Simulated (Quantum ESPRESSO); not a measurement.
# Bi (P2/m) in Quantum ESPRESSO: a series of runs

Runs on Bi. Level: LDA. Tasks: single point, equation of state.

Everything below comes from runs of Quantum ESPRESSO 7.5. Logs are shortened: lines on timing, memory, paths and dates and some standing lists are left out, and cuts for length are marked.

**1. The structure**

The structure is monoclinic, space group P2/m (No. 10). Conventional cell: a = 3.238 Å, b = 3.222 Å, c = 6.444 Å, α = 90.00°, β = 90.72°, γ = 90.00°. Bi (site symmetry m) is surrounded by 6 Bi at 3.22 to 3.24 Å.

This isn't the form of Bi at room conditions, which is rhombohedral.

**2. Single point, LDA, 31.60 Å³/atom**

pw.in

```
&CONTROL
  calculation = 'scf'
  prefix = 'pwscf'
  outdir = './tmp'
  pseudo_dir = './pseudo'
  tstress = .true.
  disk_io = 'nowf'
/
&SYSTEM
  ibrav = 0
  nat = 2
  ntyp = 1
  ecutwfc = 70
  nbnd = 22
  occupations = 'smearing'
  smearing = 'fd'
  degauss = 0.00367493
/
&ELECTRONS
  conv_thr = 4d-10
  electron_maxstep = 120
  mixing_beta = 0.5
/
ATOMIC_SPECIES
Bi   208.9804 Bi.upf
CELL_PARAMETERS angstrom
   3.1722683854    0.0000000000    0.0000000000
   0.0000000000    3.1558770435    0.0000000000
  -0.0788124821    0.0000000000    6.3123439430
ATOMIC_POSITIONS crystal
Bi     0.5442472500    0.0000000000    0.7495778900
Bi     0.4557527500    0.0000000000    0.2504221100
K_POINTS automatic
8 8 4 0 0 0
```

Potentials or basis: PseudoDojo 0.4.1 SR LDA standard.

The run is started by

```sh
OMP_NUM_THREADS=1 mpirun -n 2 pw.x -nk 2 -in pw.in > pw.out
```

pw.out:

```text
This program is part of the open-source Quantum ESPRESSO suite
     for quantum simulation of materials; please cite
         "P. Giannozzi et al., J. Phys.:Condens. Matter 21 395502 (2009);
         "P. Giannozzi et al., J. Phys.:Condens. Matter 29 465901 (2017);
         "P. Giannozzi et al., J. Chem. Phys. 152 154105 (2020);
     in publications or presentations arising from this work. More details at

     Message from routine setup:
     using ibrav=0 with symmetry is DISCOURAGED, use correct ibrav instead

     K-points division:     npool     =       2
     Subspace diagonalization in iterative solution of the eigenvalue problem:
     a serial algorithm will be used

     G-vector sticks info
     --------------------
     sticks:   dense  smooth     PW     G-vecs:    dense   smooth      PW
     Sum         793     793    241                33757    33757    5549

     Using Slab Decomposition

     bravais-lattice index     =            0
     lattice parameter (alat)  =       5.9947  a.u.
     unit-cell volume          =     426.4590 (a.u.)^3
     number of atoms/cell      =            2
     number of atomic types    =            1
     number of electrons       =        30.00
     number of Kohn-Sham states=           22
     kinetic-energy cutoff     =      70.0000  Ry
     charge density cutoff     =     280.0000  Ry
     scf convergence threshold =      4.0E-10
     mixing beta               =       0.5000
     number of iterations used =            8  plain     mixing
     Exchange-correlation= SLA  PW   NOGX NOGC
                           (   1   4   0   0   0   0   0)

     celldm(1)=   5.994718  celldm(2)=   0.000000  celldm(3)=   0.000000
     celldm(4)=   0.000000  celldm(5)=   0.000000  celldm(6)=   0.000000

     crystal axes: (cart. coord. in units of alat)
               a(1) = (   1.000000   0.000000   0.000000 )
               a(2) = (   0.000000   0.994833   0.000000 )
               a(3) = (  -0.024844   0.000000   1.989852 )

     reciprocal axes: (cart. coord. in units 2 pi/alat)
               b(1) = (  1.000000 -0.000000  0.012485 )
               b(2) = (  0.000000  1.005194 -0.000000 )
               b(3) = (  0.000000  0.000000  0.502550 )

     PseudoPot. # 1 for Bi read from file:
     Bi.upf
     Pseudo is Norm-conserving + core correction, Zval = 15.0
     Generated using ONCVPSP code by D. R. Hamann
     Using radial grid of 1454 points,  6 beta functions with:
                l(1) =   0
                l(2) =   0
                l(3) =   1
                l(4) =   1
                l(5) =   2
                l(6) =   2

     atomic species   valence    mass     pseudopotential
     Bi               15.00   208.98040     Bi( 1.00)

      4 Sym. Ops., with inversion, found

   Cartesian axes

     site n.     atom                  positions (alat units)
         1        Bi     tau(   1) = (   0.5256246   0.0000000   1.4915489  )
         2        Bi     tau(   2) = (   0.4495312   0.0000000   0.4983029  )

     number of k points=    90  Fermi-Dirac smearing, width (Ry)=  0.0037
                       cart. coord. in units 2pi/alat
        k(    1) = (   0.0000000   0.0000000   0.0000000), wk =   0.0078125
        k(    2) = (   0.0000000   0.0000000   0.1256375), wk =   0.0156250
        k(    3) = (   0.0000000   0.0000000  -0.2512750), wk =   0.0078125
        k(    4) = (   0.0000000   0.1256492   0.0000000), wk =   0.0156250
        k(    5) = (   0.0000000   0.1256492   0.1256375), wk =   0.0312500
        k(    6) = (   0.0000000   0.1256492  -0.2512750), wk =   0.0156250
[... 82 lines left out ...]
        k(   89) = (  -0.5000000  -0.5025970   0.1193948), wk =   0.0156250
        k(   90) = (  -0.5000000  -0.5025970  -0.2575177), wk =   0.0078125

     Dense  grid:    33757 G-vectors     FFT dimensions: (  32,  32,  64)

     Initial potential from superposition of free atoms

     starting charge      29.9986, renormalised to      30.0000
     Starting wfcs are   18 randomized atomic wfcs +    4 random wfcs

     Self-consistent Calculation

     iteration #  1     ecut=    70.00 Ry     beta= 0.50
     Davidson diagonalization with overlap
     ethr =  1.00E-02,  avg # of iterations =  5.1

     Threshold (ethr) on eigenvalues was too large:
     Diagonalizing with lowered threshold

     Davidson diagonalization with overlap
     ethr =  1.27E-05,  avg # of iterations =  7.3

     total energy              =    -327.67791030 Ry
     estimated scf accuracy    <       0.00399219 Ry

     iteration #  2     ecut=    70.00 Ry     beta= 0.50
     Davidson diagonalization with overlap
     ethr =  1.33E-05,  avg # of iterations =  1.0

     total energy              =    -327.67806458 Ry
     estimated scf accuracy    <       0.00064894 Ry

     iteration #  3     ecut=    70.00 Ry     beta= 0.50
     Davidson diagonalization with overlap
     ethr =  2.16E-06,  avg # of iterations =  2.1

     total energy              =    -327.67808567 Ry
     estimated scf accuracy    <       0.00004064 Ry

     iteration #  4     ecut=    70.00 Ry     beta= 0.50
     Davidson diagonalization with overlap
     ethr =  1.35E-07,  avg # of iterations =  1.2

     total energy              =    -327.67808793 Ry
     estimated scf accuracy    <       0.00000169 Ry

     iteration #  5     ecut=    70.00 Ry     beta= 0.50
     Davidson diagonalization with overlap
     ethr =  5.63E-09,  avg # of iterations =  2.0

     total energy              =    -327.67808833 Ry
     estimated scf accuracy    <       0.00000010 Ry

     iteration #  6     ecut=    70.00 Ry     beta= 0.50
     Davidson diagonalization with overlap
     ethr =  3.27E-10,  avg # of iterations =  2.6

     total energy              =    -327.67808835 Ry
     estimated scf accuracy    <          6.2E-09 Ry

     iteration #  7     ecut=    70.00 Ry     beta= 0.50
     Davidson diagonalization with overlap
     ethr =  2.08E-11,  avg # of iterations =  2.0

     End of self-consistent calculation

          k = 0.0000 0.0000 0.0000 (  4199 PWs)   bands (ev):

   -11.8283 -11.8146 -11.8066 -11.5072 -11.5054 -11.4912 -11.4113 -11.3996
   -11.3976 -11.3899  -2.5513  -0.3820   5.7276  14.5382  14.5829  14.6032
    16.2836  16.7314  18.0533  19.4055  19.5658  21.4005

          k = 0.0000 0.0000 0.1256 (  4188 PWs)   bands (ev):

   -11.8222 -11.8092 -11.7722 -11.5445 -11.4917 -11.4890 -11.4198 -11.4159
   -11.3964 -11.3906  -2.3370  -0.8724   6.7692  12.3046  14.7672  14.8428
    15.9849  16.3105  18.6568  19.5952  20.1344  20.8408

          k = 0.0000 0.0000-0.2513 (  4202 PWs)   bands (ev):

   -11.8159 -11.8152 -11.6660 -11.6552 -11.4556 -11.4551 -11.4525 -11.4491
   -11.3936 -11.3932  -1.7350  -1.7086   9.2080   9.2394  15.2809  15.3787
    15.4850  15.5054  19.1615  19.2366  20.0000  20.0518

          k = 0.0000 0.1256 0.0000 (  4190 PWs)   bands (ev):

   -11.8118 -11.7767 -11.7695 -11.5292 -11.5032 -11.4703 -11.4164 -11.4143
   -11.4099 -11.4062  -2.3361  -0.1729   5.9516  12.3363  14.5791  14.7807
    14.8247  16.5407  18.6409  19.3447  19.7221  21.6559

          k = 0.0000 0.1256 0.1256 (  4195 PWs)   bands (ev):

   -11.7905 -11.7723 -11.7492 -11.5245 -11.5129 -11.4872 -11.4335 -11.4177
   -11.4130 -11.4069  -2.1223  -0.6618   6.9937  12.4460  12.6669  14.0837
    15.0091  16.2379  19.2839  20.0841  20.7372  21.5329
[... 405 lines left out ...]
   -11.6317 -11.6217 -11.6190 -11.6153 -11.5663 -11.5230 -11.5108 -11.3382
   -11.2938 -11.2744   1.4912   2.9072   7.5561   8.8721   9.0260  10.4271
    10.6043  14.7949  16.0037  16.0583  17.0698  18.3633

          k = 0.3750-0.5026-0.2466 (  4212 PWs)   bands (ev):

   -11.6249 -11.6241 -11.5724 -11.5681 -11.5674 -11.5630 -11.4545 -11.4435
   -11.2895 -11.2888   2.0577   2.1046   8.1213   8.1610   9.6080   9.6739
    13.0640  13.1947  15.3232  15.3916  18.5709  18.7230

          k = 0.3750-0.5026-0.1210 (  4234 PWs)   bands (ev):

   -11.6315 -11.6212 -11.6180 -11.6167 -11.5658 -11.5228 -11.5117 -11.3386
   -11.2939 -11.2741   1.4757   2.9363   7.5400   8.9000   9.0556  10.3152
    10.5952  14.8306  15.9525  16.1945  16.9190  18.5003

          k =-0.5000 0.0000-0.0062 (  4216 PWs)   bands (ev):

   -11.8065 -11.6506 -11.6476 -11.5167 -11.5046 -11.4955 -11.4930 -11.4829
   -11.3913 -11.2653  -0.4001   1.6792   5.7739   7.7010   7.8465  13.4854
    16.7178  16.9693  18.8760  21.3920  21.8512  22.1314

          k =-0.5000 0.0000 0.1194 (  4216 PWs)   bands (ev):

   -11.7753 -11.6642 -11.6288 -11.5380 -11.5037 -11.4953 -11.4793 -11.4602
   -11.4065 -11.3042  -0.1948   1.2121   5.9425   7.3139   8.9008  13.8885
    15.2530  16.9667  18.4626  19.2969  21.9704  22.1428

          k =-0.5000 0.0000-0.2575 (  4212 PWs)   bands (ev):

   -11.7129 -11.7086 -11.5875 -11.5819 -11.4999 -11.4993 -11.4446 -11.4411
   -11.3945 -11.3862   0.3744   0.4179   6.5080   6.5359  11.3623  11.4587
    16.6240  16.6760  17.6182  17.6603  22.3877  22.4543

          k =-0.5000 0.1256-0.0062 (  4220 PWs)   bands (ev):

   -11.7688 -11.6454 -11.5914 -11.5266 -11.5169 -11.5145 -11.5137 -11.4624
   -11.4076 -11.2642  -0.1911   1.8875   5.9978   7.9225   8.0680  13.6939
    14.5662  16.7452  17.2156  19.3906  21.7612  21.9374

          k =-0.5000 0.1256 0.1194 (  4217 PWs)   bands (ev):

   -11.7346 -11.6239 -11.6074 -11.5350 -11.5254 -11.5164 -11.4995 -11.4450
   -11.4230 -11.3026   0.0142   1.4207   6.1661   7.5360   9.1244  14.1125
    14.7994  15.4668  16.2882  19.1688  20.0021  21.1521

          k =-0.5000 0.1256-0.2575 (  4230 PWs)   bands (ev):

   -11.6641 -11.6599 -11.5806 -11.5757 -11.5214 -11.5208 -11.4635 -11.4598
   -11.3881 -11.3805   0.5833   0.6268   6.7310   6.7589  11.5922  11.6890
    15.4271  15.4677  16.8001  16.8516  20.2457  20.2767

          k =-0.5000 0.2513-0.0062 (  4210 PWs)   bands (ev):

   -11.6965 -11.6386 -11.5791 -11.5666 -11.5640 -11.5101 -11.4487 -11.4467
   -11.3933 -11.2616   0.4145   2.4965   6.6146   8.5247   8.6701  11.4092
    13.4767  14.3126  16.7321  17.8777  19.2655  19.4305

          k =-0.5000 0.2513 0.1194 (  4224 PWs)   bands (ev):

   -11.6629 -11.6052 -11.5778 -11.5669 -11.5482 -11.5347 -11.4644 -11.4624
   -11.3865 -11.2979   0.6197   2.0276   6.7819   8.1435   9.7361  11.6331
    13.0528  14.7427  16.0620  16.8649  18.5937  20.0700

          k =-0.5000 0.2513-0.2575 (  4234 PWs)   bands (ev):

   -11.5973 -11.5943 -11.5728 -11.5720 -11.5237 -11.5183 -11.5082 -11.5043
   -11.3612 -11.3564   1.1887   1.2323   7.3443   7.3722  12.1470  12.2151
    12.3155  12.3843  16.9343  16.9717  18.0715  18.1183

          k =-0.5000 0.3769-0.0062 (  4238 PWs)   bands (ev):

   -11.6501 -11.6319 -11.6308 -11.6161 -11.6134 -11.5056 -11.4855 -11.3044
   -11.2974 -11.2589   1.2673   3.3729   7.4087   8.8497   9.2759   9.4208
    10.7897  14.6887  15.3079  17.3221  17.4904  18.4789

          k =-0.5000 0.3769 0.1194 (  4234 PWs)   bands (ev):

   -11.6339 -11.6293 -11.6168 -11.5958 -11.5755 -11.5283 -11.5045 -11.3337
   -11.2960 -11.2821   1.4723   2.8922   7.5735   8.9114   9.0678  10.3469
    10.5783  14.8486  15.5754  16.3940  17.2723  18.2520

          k =-0.5000 0.3769-0.2575 (  4228 PWs)   bands (ev):

   -11.6237 -11.6229 -11.5849 -11.5800 -11.5523 -11.5482 -11.4565 -11.4452
   -11.2927 -11.2918   2.0427   2.0871   8.1305   8.1584   9.6404   9.6768
    13.0602  13.1636  15.3641  15.3927  18.5636  18.6279

          k =-0.5000-0.5026-0.0062 (  4268 PWs)   bands (ev):

   -11.6520 -11.6366 -11.6365 -11.6337 -11.6291 -11.5037 -11.5015 -11.2581
   -11.2518 -11.2438   1.7715   3.9071   7.7537   7.8358   9.6238   9.6627
     9.8068  13.8454  16.2387  16.5362  16.7062  17.5493

          k =-0.5000-0.5026 0.1194 (  4244 PWs)   bands (ev):

   -11.6504 -11.6373 -11.6279 -11.6154 -11.5646 -11.5261 -11.5211 -11.3086
   -11.2509 -11.2465   1.9763   3.4118   7.9683   7.9983   9.2637   9.3163
    10.9321  14.0127  15.5560  16.2860  17.4323  17.9478

          k =-0.5000-0.5026-0.2575 (  4244 PWs)   bands (ev):

   -11.6445 -11.6437 -11.5817 -11.5766 -11.5705 -11.5662 -11.4412 -11.4292
   -11.2490 -11.2485   2.5489   2.5942   8.5319   8.5514   8.5668   8.5791
    13.5096  13.6185  14.5628  14.5913  19.3456  19.3509

     the Fermi energy is    11.1511 ev

!    total energy              =    -327.67808835 Ry
     estimated scf accuracy    <          3.8E-10 Ry
     smearing contrib. (-TS)   =      -0.00102274 Ry
     internal energy E=F+TS    =    -327.67706561 Ry

     The total energy is F=E-TS. E is the sum of the following terms:
     one-electron contribution =     -93.58624587 Ry
     hartree contribution      =      65.39116449 Ry
     xc contribution           =     -85.67101282 Ry
     ewald contribution        =    -213.81097141 Ry

     convergence has been achieved in   7 iterations

     Computing stress (Cartesian axis) and pressure

          total   stress  (Ry/bohr**3)                   (kbar)     P=       18.27
   0.00011058   0.00000000  -0.00001126           16.27        0.00       -1.66
   0.00000000   0.00017026   0.00000000            0.00       25.05        0.00
  -0.00001126   0.00000000   0.00009174           -1.66        0.00       13.50

=------------------------------------------------------------------------------=
   JOB DONE.
=------------------------------------------------------------------------------=
```

It took 31 s on 2 MPI ranks of Arm Neoverse V1, shared host; peak memory 0.26 GiB.

What came out:

```yaml
Free_energy: -4458.2875 eV
Pressure: 1.8 GPa
Band_gap_on_the_k_mesh: none (metal or under the smearing width)
```

Caveat: spin-orbit coupling is left out, which moves the levels of the heavy elements.

**3. Single point, LDA, 32.27 Å³/atom**

Edit pw.in of step 2 so:

```diff
@@ -26,5 +26,5 @@
 CELL_PARAMETERS angstrom
-   3.1722683854    0.0000000000    0.0000000000
-   0.0000000000    3.1558770435    0.0000000000
-  -0.0788124821    0.0000000000    6.3123439430
+   3.1946090396    0.0000000000    0.0000000000
+   0.0000000000    3.1781022620    0.0000000000
+  -0.0793675179    0.0000000000    6.3567985340
 ATOMIC_POSITIONS crystal
```

Potentials or basis: PseudoDojo 0.4.1 SR LDA standard.

The run is started by

```sh
OMP_NUM_THREADS=1 mpirun -n 2 pw.x -nk 2 -in pw.in > pw.out
```

Run time: 42 s. Hardware: 2 MPI ranks of Arm Neoverse V1, shared host; peak memory 0.26 GiB.

The run converged. Its results:

- Free energy: -4458.2972 eV
- Pressure: 0.5 GPa
- Band gap on the k mesh: none (metal or under the smearing width)

Caveat: spin-orbit coupling is left out, which moves the levels of the heavy elements.

**4. Single point, LDA, 32.94 Å³/atom**

Edit pw.in of step 3 so:

```diff
@@ -26,5 +26,5 @@
 CELL_PARAMETERS angstrom
-   3.1946090396    0.0000000000    0.0000000000
-   0.0000000000    3.1781022620    0.0000000000
-  -0.0793675179    0.0000000000    6.3567985340
+   3.2166415224    0.0000000000    0.0000000000
+   0.0000000000    3.2000209013    0.0000000000
+  -0.0799148974    0.0000000000    6.4006399093
 ATOMIC_POSITIONS crystal
```

The run is started by

```sh
OMP_NUM_THREADS=1 mpirun -n 2 pw.x -nk 2 -in pw.in > pw.out
```

Wall time 59 s (2 MPI ranks of Arm Neoverse V1, shared host); peak memory 0.26 GiB.

Results (log left out):

```
Free energy            : -4458.2965 eV
Pressure               : -0.7 GPa
Band gap on the k mesh : none (metal or under the smearing width)
```

Caveat: spin-orbit coupling is left out, which moves the levels of the heavy elements.

**5. Single point, LDA, 33.61 Å³/atom**

Edit pw.in of step 4 so:

```diff
@@ -26,5 +26,5 @@
 CELL_PARAMETERS angstrom
-   3.2166415224    0.0000000000    0.0000000000
-   0.0000000000    3.2000209013    0.0000000000
-  -0.0799148974    0.0000000000    6.4006399093
+   3.2383762460    0.0000000000    0.0000000000
+   0.0000000000    3.2216433200    0.0000000000
+  -0.0804548793    0.0000000000    6.4438887882
 ATOMIC_POSITIONS crystal
```

The run is started by

```sh
OMP_NUM_THREADS=1 mpirun -n 2 pw.x -nk 2 -in pw.in > pw.out
```

Wall time 60 s (2 MPI ranks of Arm Neoverse V1, shared host); peak memory 0.28 GiB.

The run converged. Its results:

| Item | Value |
| --- | --- |
| Free energy | -4458.2864 eV |
| Pressure | -1.7 GPa |
| Band gap on the k mesh | none (metal or under the smearing width) |

Caveat: spin-orbit coupling is left out, which moves the levels of the heavy elements.

**6. Single point, LDA, 34.29 Å³/atom**

Edit pw.in of step 5 so:

```diff
@@ -26,5 +26,5 @@
 CELL_PARAMETERS angstrom
-   3.2383762460    0.0000000000    0.0000000000
-   0.0000000000    3.2216433200    0.0000000000
-  -0.0804548793    0.0000000000    6.4438887882
+   3.2598230713    0.0000000000    0.0000000000
+   0.0000000000    3.2429793280    0.0000000000
+  -0.0809877086    0.0000000000    6.4865647921
 ATOMIC_POSITIONS crystal
```

Potentials or basis: PseudoDojo 0.4.1 SR LDA standard.

The run is started by

```sh
OMP_NUM_THREADS=1 mpirun -n 2 pw.x -nk 2 -in pw.in > pw.out
```

It took 60 s on 2 MPI ranks of Arm Neoverse V1, shared host; peak memory 0.28 GiB.

Results (log left out):

```yaml
Free_energy: -4458.2680 eV
Pressure: -2.6 GPa
Band_gap_on_the_k_mesh: none (metal or under the smearing width)
```

Caveat: spin-orbit coupling is left out, which moves the levels of the heavy elements.

**7. Single point, LDA, 34.96 Å³/atom**

Edit pw.in of step 6 so:

```diff
@@ -26,5 +26,5 @@
 CELL_PARAMETERS angstrom
-   3.2598230713    0.0000000000    0.0000000000
-   0.0000000000    3.2429793280    0.0000000000
-  -0.0809877086    0.0000000000    6.4865647921
+   3.2809913467    0.0000000000    0.0000000000
+   0.0000000000    3.2640382254    0.0000000000
+  -0.0815136175    0.0000000000    6.5286865229
 ATOMIC_POSITIONS crystal
```

The run is started by

```sh
OMP_NUM_THREADS=1 mpirun -n 2 pw.x -nk 2 -in pw.in > pw.out
```

Run time: 61 s. Hardware: 2 MPI ranks of Arm Neoverse V1, shared host; peak memory 0.28 GiB.

Results (log left out):

```
Free energy            : -4458.2423 eV
Pressure               : -3.5 GPa
Band gap on the k mesh : none (metal or under the smearing width)
```

Caveat: spin-orbit coupling is left out, which moves the levels of the heavy elements.

**8. Single point, LDA, 35.63 Å³/atom**

Edit pw.in of step 7 so:

```diff
@@ -26,5 +26,5 @@
 CELL_PARAMETERS angstrom
-   3.2809913467    0.0000000000    0.0000000000
-   0.0000000000    3.2640382254    0.0000000000
-  -0.0815136175    0.0000000000    6.5286865229
+   3.3018899442    0.0000000000    0.0000000000
+   0.0000000000    3.2848288383    0.0000000000
+  -0.0820328266    0.0000000000    6.5702716347
 ATOMIC_POSITIONS crystal
```

The run is started by

```sh
OMP_NUM_THREADS=1 mpirun -n 2 pw.x -nk 2 -in pw.in > pw.out
```

Run time: 62 s. Hardware: 2 MPI ranks of Arm Neoverse V1, shared host; peak memory 0.28 GiB.

The run converged. Its results:

```yaml
Free_energy: -4458.2101 eV
Pressure: -4.2 GPa
Band_gap_on_the_k_mesh: none (metal or under the smearing width)
```

Caveat: spin-orbit coupling is left out, which moves the levels of the heavy elements.

**9. Equation of state, LDA**

Potentials or basis: PseudoDojo 0.4.1 SR LDA standard.

No new run: the results of the series are fitted here.

Results:

```yaml
Equilibrium_volume: 32.55 Å³/atom
Bulk_modulus_at_fixed_shape_and_positions: 58 GPa
Pressure_derivative_of_the_bulk_modulus: 4.7
```

Energy against volume, from the lowest point:
| volume (Å³/atom) | energy (meV/atom) |
| --- | --- |
| 31.597 | 4.86 |
| 32.270 | 0.00 |
| 32.942 | 0.38 |
| 33.614 | 5.42 |
| 34.286 | 14.60 |
| 34.959 | 27.46 |
| 35.631 | 43.58 |

Caveat: the cell was scaled at fixed shape and fractional positions, which overstates the stiffness of a crystal with free parameters, most of all of layers and chains; spin-orbit coupling is left out, which moves the levels of the heavy elements.

**10. The reference run**

An earlier run on the cell as given: functional PBE; potentials or basis SSSP 1.3 efficiency PBE; cutoff 748 eV; density cutoff 5987 eV; k mesh 8 × 8 × 4; occupations fermi-dirac, width 0.05 eV; no spin polarisation.

* Pressure: 1.9 GPa
* Largest force: 0.016 eV/Å
* Band gap on the k mesh: none (metal or under the smearing width)
